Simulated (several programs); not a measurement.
**MoS2 (R3m) from semi-empirical methods to plane-wave DFT**

MoS2 (started from an entry of an open crystallographic database), relaxed with r2SCAN+rVV10 in Ansatz, was computed with several methods. The symmetry is R3m (No. 160, trigonal); a = 3.175 Å, c = 18.582 Å in the conventional setting, 18.03 Å³ an atom. Around Mo lie 6 S at 2.40 Å; around S lie 3 Mo at 2.40 Å. Spin-unpolarised throughout; all numbers are computed.

Space group R3m:H (No. 160). a = 3.175 Å, b = 3.175 Å, c = 18.582 Å, α = 90.00°, β = 90.00°, γ = 120.00°

| atom | site | symmetry | x | y | z |
| --- | --- | --- | --- | --- | --- |
| Mo | 3a | 3m | 0.6667 | 0.3333 | 0.3332 |
| S | 3a | 3m | 0.6667 | 0.3333 | 0.0835 |
| S | 3a | 3m | 0.3333 | 0.6667 | 0.2496 |

Gaps and times are for a single point on this cell; volume and bulk modulus come from each method's own relaxation or energy curve at fixed shape, which is too stiff where a cell has free coordinates or axes. Times are rough, from shared hosts (Arm Neoverse V1; NVIDIA H100 80GB HBM3), and each method has its own mesh and cell size. A double dagger marks a value from a curve with shape and coordinates held. PM7 (MOPAC), GFN1-xTB (tblite), GFN2-xTB (tblite) treat a cluster of cells at its zone centre, which samples few k points: where these miss a band edge, the gap comes out too large for that reason alone. Gaps from k meshes are read at a limited set of points (mesh, symmetry points, PBE's band edges), so each method's own least gap may be somewhat smaller. Force fields have no electrons; where one was fitted to this phase, its volume and modulus reflect the fit. xTB and the PM methods were fitted mostly to molecules, and can miss a solid's gap by electronvolts. Minimal bases can be far off for gaps. Times of the plane-wave ladder aren't listed, since it ran on unlike processors and cards. Curves at held shape can't give the bulk modulus of a layered or molecular crystal, so none is listed. GLLB-SC's gap includes the derivative discontinuity. G0W0 is at finite bands, cutoff and mesh. d marks a direct gap, i an indirect one (no mark: not told apart), a dash a value that wasn't computed or didn't pass its checks.

```
                               method              kind  gap (eV)  own volume (Å³/atom)  bulk modulus (GPa)  atoms computed  processor time
                           PBE-D3(BJ)         semilocal         –                 17.21                   –               3               –
                         r2SCAN+rVV10         semilocal         –                 18.03                   –               3               –
                               PBE-D4         semilocal         –                 17.37                   –               3               –
                 MoS.rebomos (LAMMPS)       force field         –                     –                   –               3          0.13 s
 light PBE (260 eV and a coarse mesh)  light plane-wave    0.92 i                     –                   –               3           1.5 s
                    GFN1-xTB (tblite)     tight binding      1.59                19.22‡                   –         cluster           7.4 s
                    GFN2-xTB (tblite)     tight binding      1.74                18.36‡                   –         cluster            11 s
                                  PBE         semilocal    0.94 i                     –                   –               3               –
                                  LDA         semilocal    0.86 i                     –                   –               3               –
               PBE/single zeta (GPAW)       small basis    0.92 i                     –                   –               3            24 s
                               r2SCAN         semilocal    1.03 i                     –                   –               3               –
                       PBE/SZV (CP2K)       small basis    0.51 i                18.71‡                   –               3            35 s
G0W0@r2SCAN (180 eV screening cutoff)         many-body      1.39                     –                   –               3               –
                              PBE+SOC         semilocal    0.91 i                     –                   –               3               –
                      PBE/DZVP (CP2K)       small basis    0.96 i                18.31‡                   –               3           100 s
                       GLLB-SC (GPAW)   model potential      1.39                     –                   –               3           110 s
                          PM7 (MOPAC)    semi-empirical      3.80                     –                   –         cluster         2.4 min
 G0W0@HSE06 (180 eV screening cutoff)         many-body      1.54                     –                   –               3               –
   G0W0@PBE (260 eV screening cutoff)         many-body      1.32                     –                   –               3               –
  G0W0@PBE0 (180 eV screening cutoff)         many-body      1.67                     –                   –               3               –
                                HSE06            hybrid    1.43 i                     –                   –               3               –
                                 PBE0            hybrid    2.08 i                     –                   –               3               –
                             DDH-PBE0            hybrid    1.32 i                     –                   –               3               –
```

Against HSE06 (1.43 eV) and with closed or daggered gaps left aside, the nearest gap at the points sampled is that of G0W0@r2SCAN (180 eV screening cutoff) (-0.04 eV) and the farthest that of PM7 (MOPAC) (+2.37 eV). HSE06 is only a yardstick of convenience, and nearness to it can be luck.

Runs without a result: MoS.rebomos (LAMMPS) (relaxation), non-self-consistent DFTB (CP2K) (single point).

Only the rows marked +SOC include spin-orbit coupling.
